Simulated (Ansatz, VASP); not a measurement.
## NaCl in two plane-wave programs

Aim: how closely do two programs agree when they are given the same cell, functional and k mesh? The cell is taken from a series of runs on this material, whose earlier steps may have relaxed, scaled, displaced or heated it; both programs get it as it stands.

Calculated with Ansatz 0.2.0; plane waves, with VASP 6.6.1 beside it; PBEsol.

### 1. Set-up

The cell holds 4 atoms: 2 Cl and 2 Na. Its edges and angles: a = 3.876 Å, b = 3.876 Å, c = 29.440 Å, α = 90.0°, β = 90.0°, γ = 90.0°. Vacuum lies along c.

### 2. VASP: zone-centre phonons, PBEsol

Second derivatives magnify differences that forces hide, and they need a tight electronic threshold.

Lines of VASP's logs that name or quote its potential files are left out, and so is its time.

Contents of INCAR:

```
SYSTEM = NaCl
PREC = Accurate
ENCUT = 500
EDIFF = 1E-08
NELM = 120
ISMEAR = 0
SIGMA = 0.01
LREAL = .FALSE.
ALGO = Normal
GGA = PS
NBANDS = 20
LORBIT = 11
LWAVE = .FALSE.
LCHARG = .FALSE.
ISIF = 2
IBRION = 8
LEPSILON = .TRUE.
LASPH = .TRUE.
GGA_COMPAT = .FALSE.
EFERMI = MIDGAP
NELMDL = -8
KPAR = 2
```

Contents of POSCAR:

```
NaCl
1.0
    2.7406495388      2.7406495388      0.0000000000
   -2.7406495388      2.7406495388      0.0000000000
    0.0000000000      0.0000000000     29.4400198400
Cl Na
2 2
Direct
    0.5000000000      0.5000000000      0.2188146238
    0.0000000000      0.0000000000      0.3185491445
    0.0000000000      0.0000000000      0.2239426687
    0.5000000000      0.5000000000      0.3134210996
```

Contents of KPOINTS:

```
Automatic mesh
0
Gamma
8 8 1
0 0 0
```

Potentials, in the order of the species: Cl and Na_pv (PBE family, release 64).

Launch:

```bash
$ mpirun -np 2 vasp_std
```

Numbers of over 12 decimals in the logs are rounded to 6 here.

Output:

```text
[banner, memory and clock lines left out]
running    2 mpi-ranks, on    1 nodes
 distrk:  each k-point on    1 cores,    2 groups
 distr:  one band on    1 cores,    1 groups

 POSCAR found type information on POSCAR ClNa
 POSCAR found :  2 types and       4 ions
|                                                                             |
|               ----> ADVICE to this user running VASP <----                  |
|                                                                             |
|     You enforced a specific xc type in the INCAR file but a different       |
|     [... a line on the potential file left out ...]
|     I HOPE YOU KNOW WHAT YOU ARE DOING!                                     |
|                                                                             |

 LDA part: xc-table for (Slater+PW92), standard interpolation
 POSCAR, INCAR and KPOINTS ok, starting setup
 FFT: planning ... GRIDC
 FFT: planning ... GRID_SOFT
 FFT: planning ... GRID
 WAVECAR not read
 entering main loop
       N       E                     dE             d eps       ncg     rms          rms(c)
DAV:   1     0.222580366668E+03    0.22258E+03   -0.11264E+04   720   0.979E+02
DAV:   2     0.227813576993E+02   -0.19980E+03   -0.19507E+03   840   0.249E+02
DAV:   3    -0.129596352035E+02   -0.35741E+02   -0.35630E+02   696   0.976E+01
DAV:   4    -0.142679816781E+02   -0.13083E+01   -0.13066E+01   720   0.251E+01
DAV:   5    -0.143021282089E+02   -0.34147E-01   -0.34143E-01   824   0.405E+00
DAV:   6    -0.143028172483E+02   -0.68904E-03   -0.68903E-03   728   0.587E-01
DAV:   7    -0.143028557203E+02   -0.38472E-04   -0.38472E-04   836   0.146E-01
DAV:   8    -0.143028582746E+02   -0.25543E-05   -0.25541E-05   760   0.338E-02    0.304E+00
DAV:   9    -0.137982137178E+02    0.50464E+00   -0.92721E-01   760   0.545E+00    0.217E+00
DAV:  10    -0.137181345748E+02    0.80079E-01   -0.17379E-01   764   0.210E+00    0.161E+00
DAV:  11    -0.136884384657E+02    0.29696E-01   -0.72747E-02   772   0.156E+00    0.353E-01
DAV:  12    -0.136890987578E+02   -0.66029E-03   -0.36391E-03   760   0.395E-01    0.160E-01
DAV:  13    -0.136868254621E+02    0.22733E-02   -0.85617E-03   672   0.379E-01    0.718E-02
DAV:  14    -0.136867212227E+02    0.10424E-03   -0.12889E-03   704   0.151E-01    0.732E-02
[...]
DAV:  23    -0.136905060239E+02   -0.10853E-04   -0.28031E-07   696   0.180E-03    0.181E-03
DAV:  24    -0.136905148542E+02   -0.88303E-05   -0.25998E-07   608   0.225E-03    0.839E-04
DAV:  25    -0.136905158867E+02   -0.10325E-05   -0.32973E-08   744   0.102E-03    0.985E-04
DAV:  26    -0.136905164269E+02   -0.54020E-06   -0.39187E-09   544   0.346E-04    0.403E-04
DAV:  27    -0.136905166294E+02   -0.20248E-06   -0.46482E-11   540   0.223E-04    0.550E-05
DAV:  28    -0.136905166717E+02   -0.42347E-07    0.15530E-09   584   0.100E-04    0.446E-05
DAV:  29    -0.136905166977E+02   -0.25920E-07    0.17498E-09   560   0.541E-05    0.104E-05
DAV:  30    -0.136905167030E+02   -0.53501E-08    0.18514E-09   496   0.286E-05
   1 F= -.13690517E+02 E0= -.13690517E+02  d E =0.000000E+00
 Linear response reoptimize wavefunctions to high precision
DAV:   1    -0.136905167066E+02   -0.36021E-08    0.18434E-09   544   0.219E-05
DAV:   2    -0.136905167067E+02   -0.72760E-10    0.18493E-09   584   0.877E-06
DAV:   3    -0.136905167067E+02   -0.36380E-10    0.18535E-09   548   0.261E-06
 Linear response G [H, r] |phi>, progress :
  Direction:   1
       N       E                     dE             d eps       ncg     rms
RMM:   1    -0.878751427867E+02   -0.87875E+02   -0.46645E+02  1001   0.145E+02
RMM:   2    -0.885339049443E+02   -0.65876E+00   -0.20783E+01  1128   0.285E+01
RMM:   3    -0.888880513705E+02   -0.35415E+00   -0.25010E+00  1247   0.955E+00
RMM:   4    -0.888967179902E+02   -0.86666E-02   -0.10841E-01  1181   0.251E+00
RMM:   5    -0.889005002969E+02   -0.37823E-02   -0.16255E-02  1274   0.708E-01
RMM:   6    -0.889005865235E+02   -0.86227E-04   -0.20417E-04  1238   0.221E-01
RMM:   7    -0.889006967261E+02   -0.11020E-03   -0.30207E-04  1323   0.702E-02
[...]
RMM:   3    -0.274758072216E+00    0.14214E+00   -0.21760E-01  1162   0.148E+00    0.527E-01
RMM:   4    -0.236268804679E+00    0.38489E-01   -0.25228E-01  1233   0.121E+00    0.282E-01
RMM:   5    -0.210014387998E+00    0.26254E-01   -0.22852E-02  1188   0.466E-01    0.981E-02
RMM:   6    -0.198852627382E+00    0.11162E-01   -0.12944E-02  1252   0.390E-01    0.122E-01
RMM:   7    -0.193505534289E+00    0.53471E-02   -0.41771E-03  1231   0.212E-01    0.649E-02
RMM:   8    -0.191323081158E+00    0.21825E-02   -0.41886E-03  1290   0.201E-01    0.314E-02
RMM:   9    -0.190934946338E+00    0.38813E-03   -0.32986E-04  1178   0.689E-02    0.151E-02
RMM:  10    -0.191110710866E+00   -0.17576E-03   -0.13512E-04  1250   0.335E-02    0.108E-02
RMM:  11    -0.191260194531E+00   -0.14948E-03   -0.15272E-04  1199   0.224E-02    0.558E-03
RMM:  12    -0.191432961185E+00   -0.17277E-03   -0.17875E-05  1141   0.161E-02    0.433E-03
RMM:  13    -0.191453940385E+00   -0.20979E-04    0.78479E-05  1293   0.165E-02    0.476E-03
RMM:  14    -0.191422910487E+00    0.31030E-04   -0.51012E-05  1200   0.777E-03    0.279E-03
RMM:  15    -0.191426602184E+00   -0.36917E-05   -0.59369E-04  1329   0.418E-03    0.874E-04
[...]
RMM:  12    -0.191247538258E+00   -0.38295E-06    0.19798E-07  1507   0.619E-05    0.566E-06
RMM:  13    -0.191247575285E+00   -0.37027E-07    0.56910E-07  1716   0.334E-05    0.588E-06
RMM:  14    -0.191247566936E+00    0.83493E-08    0.72625E-08  1445   0.215E-05    0.465E-06
 first order change of Fermi-energy  -0.90013E-04
 force on displaced ion       1 direction 1 :  -2.150   0.000   0.000
 Born effective charge ion    1 direction 1 :  -1.121   0.000  -0.000
 Linear response progress:
  Degree of freedom:   2/  4
       N       E                     dE             d eps       ncg     rms          rms(c)
RMM:   1    -0.227251543201E+00   -0.22725E+00    0.10832E-02  1196   0.201E+00
RMM:   2    -0.226552200095E+00    0.69934E-03   -0.38365E-03  1196   0.404E-01    0.499E-02
RMM:   3    -0.226794183887E+00   -0.24198E-03   -0.33910E-04  1094   0.108E-01    0.223E-02
RMM:   4    -0.226916044635E+00   -0.12186E-03   -0.11910E-04  1167   0.517E-02    0.164E-02
RMM:   5    -0.226867417633E+00    0.48627E-04   -0.27454E-05  1224   0.245E-02    0.945E-03
RMM:   6    -0.226780531408E+00    0.86886E-04   -0.10679E-05  1240   0.150E-02    0.391E-03
RMM:   7    -0.226770648457E+00    0.98830E-05   -0.68021E-06  1218   0.910E-03    0.161E-03
RMM:   8    -0.226731523941E+00    0.39125E-04   -0.79642E-07  1214   0.400E-03    0.736E-04
RMM:   9    -0.226724723973E+00    0.68000E-05   -0.38651E-07  1213   0.258E-03    0.431E-04
RMM:  10    -0.226723389750E+00    0.13342E-05    0.14901E-06  1171   0.132E-03    0.262E-04
RMM:  11    -0.226721432979E+00    0.19568E-05    0.27122E-07  1166   0.121E-03    0.206E-04
RMM:  12    -0.226721406033E+00    0.26946E-07   -0.10509E-06  1182   0.687E-04    0.918E-05
RMM:  13    -0.226721901956E+00   -0.49592E-06    0.27831E-06  1240   0.348E-04    0.635E-05
RMM:  14    -0.226721069902E+00    0.83205E-06    0.76478E-07  1238   0.261E-04    0.482E-05
RMM:  15    -0.226721077995E+00   -0.80928E-08   -0.10229E-07  1227   0.963E-05    0.266E-05
RMM:  16    -0.226721111352E+00   -0.33357E-07    0.31157E-07  1208   0.135E-04    0.150E-05
RMM:  17    -0.226721120899E+00   -0.95469E-08   -0.11756E-07  1272   0.563E-05    0.829E-06
RMM:  18    -0.226721139883E+00   -0.18984E-07   -0.12077E-07  1203   0.723E-05    0.475E-06
RMM:  19    -0.226721107045E+00    0.32838E-07    0.13320E-07  1146   0.371E-05    0.344E-06
RMM:  20    -0.226721096093E+00    0.10952E-07   -0.13867E-07  1173   0.393E-05    0.255E-06
RMM:  21    -0.226721102141E+00   -0.60485E-08   -0.37676E-08  1150   0.270E-05    0.819E-07
 first order change of Fermi-energy   0.92942E+00
 force on displaced ion       1 direction 3 :  -0.000  -0.000  -2.213
 Born effective charge ion    1 direction 3 :   0.000   0.000  -0.459
 Linear response progress:
  Degree of freedom:   3/  4
       N       E                     dE             d eps       ncg     rms          rms(c)
RMM:   1    -0.157631848288E+00   -0.15763E+00   -0.32025E-01   933   0.533E+00
RMM:   2    -0.161351035169E+00   -0.37192E-02   -0.21814E-02  1297   0.967E-01    0.269E-02
RMM:   3    -0.161592252754E+00   -0.24122E-03   -0.13694E-03  1403   0.241E-01    0.144E-02
RMM:   4    -0.161638875048E+00   -0.46622E-04   -0.12086E-04  1658   0.777E-02    0.447E-03
RMM:   5    -0.161647006537E+00   -0.81315E-05   -0.45783E-06  1675   0.155E-02    0.279E-03
RMM:   6    -0.161659015454E+00   -0.12009E-04   -0.10762E-06  1696   0.685E-03    0.112E-03
RMM:   7    -0.161661183522E+00   -0.21681E-05   -0.26856E-07  1734   0.259E-03    0.284E-04
RMM:   8    -0.161660643336E+00    0.54019E-06   -0.10702E-07  1875   0.121E-03    0.276E-04
RMM:   9    -0.161660760004E+00   -0.11667E-06   -0.23120E-08  1715   0.674E-04    0.374E-05
RMM:  10    -0.161660667934E+00    0.92070E-07    0.26949E-08  1765   0.264E-04    0.156E-05
RMM:  11    -0.161660584316E+00    0.83618E-07    0.27851E-08  1746   0.147E-04    0.140E-05
RMM:  12    -0.161660616484E+00   -0.32168E-07    0.17303E-08  1772   0.872E-05    0.359E-06
RMM:  13    -0.161660624178E+00   -0.76940E-08    0.72374E-09  1787   0.599E-05    0.313E-06
 first order change of Fermi-energy   0.63831E-05
 force on displaced ion       3 direction 1 :  -2.033   0.000   0.000
 Born effective charge ion    3 direction 1 :   1.121   0.000   0.000
 Linear response progress:
  Degree of freedom:   4/  4
       N       E                     dE             d eps       ncg     rms          rms(c)
RMM:   1    -0.160644430312E+00   -0.16064E+00   -0.38775E-01   673   0.473E+00
RMM:   2    -0.164159522990E+00   -0.35151E-02   -0.23272E-02  1058   0.957E-01    0.294E-02
RMM:   3    -0.164400034798E+00   -0.24051E-03   -0.17249E-03  1119   0.264E-01    0.180E-02
RMM:   4    -0.164401560421E+00   -0.15256E-05   -0.19710E-04  1261   0.918E-02    0.907E-03
RMM:   5    -0.164396638760E+00    0.49217E-05   -0.82989E-06  1228   0.234E-02    0.552E-03
RMM:   6    -0.164389519518E+00    0.71192E-05   -0.80305E-06  1162   0.145E-02    0.252E-03
RMM:   7    -0.164384545550E+00    0.49740E-05   -0.73273E-06  1231   0.837E-03    0.126E-03
RMM:   8    -0.164381534869E+00    0.30107E-05   -0.84746E-07  1214   0.376E-03    0.593E-04
RMM:   9    -0.164380514767E+00    0.10201E-05   -0.55673E-07  1211   0.181E-03    0.366E-04
RMM:  10    -0.164380482382E+00    0.32385E-07   -0.96398E-07  1087   0.195E-03    0.264E-04
RMM:  11    -0.164380921241E+00   -0.43886E-06   -0.65365E-07  1147   0.136E-03    0.157E-04
RMM:  12    -0.164381050766E+00   -0.12952E-06   -0.32405E-07  1311   0.538E-04    0.120E-04
RMM:  13    -0.164380954605E+00    0.96162E-07   -0.15862E-07  1149   0.397E-04    0.870E-05
RMM:  14    -0.164381096749E+00   -0.14214E-06   -0.23658E-08  1125   0.309E-04    0.708E-05
RMM:  15    -0.164381025848E+00    0.70902E-07    0.40714E-09  1229   0.207E-04    0.392E-05
RMM:  16    -0.164381030186E+00   -0.43389E-08    0.10541E-07  1223   0.141E-04    0.222E-05
RMM:  17    -0.164380978437E+00    0.51749E-07    0.11624E-07  1203   0.140E-04    0.178E-05
RMM:  18    -0.164381002458E+00   -0.24021E-07    0.14349E-08  1279   0.491E-05    0.127E-05
RMM:  19    -0.164381026298E+00   -0.23840E-07   -0.37485E-09  1181   0.585E-05    0.573E-06
RMM:  20    -0.164381022459E+00    0.38385E-08    0.10965E-08  1274   0.221E-05    0.343E-06
 first order change of Fermi-energy  -0.60254E+00
 force on displaced ion       3 direction 3 :   0.000  -0.000  -1.879
 Born effective charge ion    3 direction 3 :   0.000   0.000   0.459
 Born effective charges drift removed
 Linear response finished
```

[end of part 1 of 3]

[Lines on the potential files, build, host, timing and source positions are cut from VASP's logs without a mark.]

[Logs are printed without paths, hosts, clocks, repeated set-up lines and the standing remarks that a program may print on its own settings, such as how far it seeks lower states.]

[Hosts, paths, dates, database ids (printed as entryN), source tags and the programs' standing remarks are cut or masked in the printed files.]
